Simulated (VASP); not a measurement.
Input of a VASP 6.6.1 run:

File INCAR:

```
ALGO = Normal
EDIFF = 1E-6
EDIFFG = -0.01
ENCUT = 600
GGA = CA
IBRION = 2
ISIF = 3
ISMEAR = 0
LASPH = True
LCHARG = False
LREAL = False
LWAVE = False
NELM = 80
NSW = 90
PREC = Accurate
SIGMA = 0.03
```

KPOINTS

```
k-points
0
Gamma
  10 10 10
```

Contents of POSCAR:

```
SnTe
1.0
    0.0000000000      3.1508500000      3.1508500000
    3.1508500000      0.0000000000      3.1508500000
    3.1508500000      3.1508500000      0.0000000000
Sn Te
1 1
Direct
    0.0000000000      0.0000000000      0.0000000000
    0.5000000000      0.5000000000      0.5000000000
```

Potentials or basis: VASP PAW LDA potentials, release 64 (Sn_d, Te).

Launch:

```bash
$ cat potpaw_LDA.64/Sn_d/POTCAR potpaw_LDA.64/Te/POTCAR > POTCAR
$ mpirun -np 1 vasp_std > vasp.out
```

Problem. What does it give for the relaxed volume?

Solution. 30.36 Å³/atom.

Problem. What does it give for the space group after relaxing (to 0.05 Å)?

Solution. Fm-3m (No. 225).

Problem. Predict the relaxed cell.

Solution. a = 4.412 Å, b = 4.412 Å, c = 4.412 Å, α = 60.00°, β = 60.00°, γ = 60.00°.

Problem. What does it give for the band gap on the k mesh?

Solution. 0.21 eV, direct.

Final structure:
```
Sn Te
1.0
     0.00000    3.11957    3.11957
     3.11957    0.00000    3.11957
     3.11957    3.11957    0.00000
Sn Te
1 1
Direct
  0.00000 0.00000 0.00000
  0.50000 0.50000 0.50000
```

Caveat: spin-orbit coupling is left out, which moves the levels of the heavy elements. LDA usually gives volumes a few per cent too small.
